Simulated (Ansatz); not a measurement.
# BeS: the cost of one run

Method: DFT PBE, scalar-relativistic, plane waves, PAW, unless a step names another level, in Ansatz 0.2.0.

## Step 1: Starting point

It takes space group F-43m (No. 216, cubic). Conventional cell: a = 4.877 Å, b = 4.877 Å, c = 4.877 Å, α = 90.00°, β = 90.00°, γ = 90.00°. Around Be (site symmetry -43m) lie 4 S at 2.11 Å. Around S (site symmetry -43m) lie 4 Be at 2.11 Å.

As a file:

```cif
data_structure
_symmetry_space_group_name_H-M 'F-43m'
_symmetry_Int_Tables_number 216
_cell_length_a 4.8766
_cell_length_b 4.8766
_cell_length_c 4.8766
_cell_angle_alpha 90.000
_cell_angle_beta 90.000
_cell_angle_gamma 90.000
_cell_volume 115.97
loop_
_atom_site_label
_atom_site_type_symbol
_atom_site_symmetry_multiplicity
_atom_site_Wyckoff_symbol
_atom_site_fract_x
_atom_site_fract_y
_atom_site_fract_z
_atom_site_occupancy
Be1 Be 4 c 0.25000 0.25000 0.25000 1
S1 S 4 a 0.00000 0.00000 0.00000 1
```

It is the end of an earlier relaxation with the same method, from a distorted copy of a database structure. At a tolerance of 0.02 Å it has space group F-43m (No. 216); it has 14.50 Å³/atom, an uncorrected energy of -1.07 eV/atom over the elements and, on its mesh, gap 3.15 eV.

## Step 2: Band edges anywhere in the zone

The input, input.yaml:

```yaml
crystal:
  lattice:
    - [0.0, 2.438279356, 2.438279356]
    - [2.438279356, 0.0, 2.438279356]
    - [2.438279356, 2.438279356, 0.0]
  atoms:
    - { symbol: Be, position: [0.75, 0.75, 0.75] }
    - { symbol: S, position: [0.0, 0.0, 0.0] }
basis:
  ecutwfc: 420
kpoints:
  mp_grid: { grid: [8, 8, 8] }
  band_path: { path: [VBM, CBM], npoints: 2 }
hamiltonian:
  xc: pbe
scf:
  occupations: { method: gaussian, width: 0.02 }
output:
  forces: false
  stress: false
  eigenvalues: true
checkpoint:
  read: start.run
  write: ck
  compress: false
  write_wavefunctions: false
  write_every: 100000
```

Run with:

```bash
> ansatz run input.yaml --threads 1 --pin off --max-ram 2048MiB --backend cpu --events-out ev --progress --plain --runs-dir out
```

Q: Estimate wall time and peak memory on 1 thread of Arm Neoverse V2, shared host.

About 1.7 s, with a peak of 0.24 GiB.
